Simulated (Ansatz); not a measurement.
Theory: DFT PBE, scalar-relativistic, plane waves, PAW, and for the lanthanide a 4f-in-core norm-conserving potential, in Ansatz 0.2.0. All cells share a 660 eV cutoff and Γ-centred k meshes spaced at most about 0.3 Å⁻¹ (about 0.25 or finer for metals, 2π included). No spin polarisation in the final relaxations.

All energies are static (0 K, no zero-point motion).

Compare these two cells of Nd₃H₂, each relaxed at this level.

1.

```
CELL_PARAMETERS angstrom
6.89194 0.00000 0.00000
-3.44597 5.96859 0.00000
0.00000 0.00000 3.31371
ATOMIC_POSITIONS crystal
Nd 0.50000 0.00000 0.50000
Nd 0.00000 0.50000 0.50000
Nd 0.50000 0.50000 0.50000
H 0.00000 0.00000 0.38260
H 0.00000 0.00000 0.61740
```

2.

```
CELL_PARAMETERS angstrom
6.92795 0.00000 0.00000
0.00000 6.92795 0.00000
0.00000 0.00000 4.79715
ATOMIC_POSITIONS crystal
Nd 0.67098 0.82902 0.50000
Nd 0.82902 0.32902 0.50000
Nd 0.32902 0.17098 0.50000
Nd 0.17098 0.67098 0.50000
Nd 0.50000 0.50000 0.00000
Nd 0.00000 0.00000 0.00000
H 0.79714 0.29714 0.00000
H 0.70286 0.79714 0.00000
H 0.29714 0.20286 0.00000
H 0.20286 0.70286 0.00000
```

Question: Which form is favoured at zero pressure, and by what margin per atom?

Answer: Cell 2 is lower, by 0.63 eV/atom. Cell 1 has space group P6/mmm (No. 191), 27.3 Å³/atom and no gap on its mesh; cell 2 has space group P4/mbm (No. 127), 23.0 Å³/atom and no gap. Counting H atoms around Nd (those within 1.25 times the shortest such distance or 1.15 times the sum of covalent radii, 1.27 where that leaves under three; the shortest distance is added where it exceeds 1.18 times the sum of covalent radii; a slash parts the counts of unlike sites), cell 1 has Nd 4 from 3.5 Å and cell 2 has Nd 2/4. Cell 1 holds H–H pairs as short as in free H₂ molecules (shortest 0.78 Å); in cell 2 the shortest H–H distance is 3.53 Å. The denser one is the lower, and pressure would at first widen the difference. Both come from invented guesses. A third cell relaxed alike, in P-3m1, lies 232 meV/atom below the lower of the two.

With hydrogen, zero-point motion can shift such differences by 10 meV/atom or more. Cells relaxed within their symmetry can be saddle points.

The lanthanide is trivalent by construction, without f bands, f moments or other valences.
